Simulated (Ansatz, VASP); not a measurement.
## Sr: VASP beside Ansatz

```
Sr
1.0
     4.10288    0.00000    0.00000
    -2.05144    3.55320    0.00000
     0.00000    0.00000   13.42074
Sr
4
Cartesian
  0.0000 0.0000 13.4207
  0.0000 0.0000 6.7104
  0.0000 2.3688 3.3552
  2.0514 1.1844 10.0656
```

Alike in both runs: functional LDA; k mesh 9 × 9 × 3; occupations fermi-dirac, width 0.1 eV; no spin polarisation.

Ansatz relaxed the structure, and its values are those at the end. VASP's run is a single point on that final structure, the one shown.

|  | VASP | Ansatz |
| --- | --- | --- |
| version | VASP 6.6.1 | Ansatz 0.2.0 |
| potentials or method | VASP PAW LDA potentials, release 64 (Sr_sv) | plane waves (420 eV) with PAW, scalar-relativistic |
| plane-wave cutoff (eV) | 520 | 420 |
| valence electrons in the cell | 40 | 40 |

|  | VASP | Ansatz | Ansatz less VASP |
| --- | --- | --- | --- |
| pressure (GPa) | 0.0 | 0.0 | 0.00 |

Ansatz warned: «pseudo_functional_mismatch».
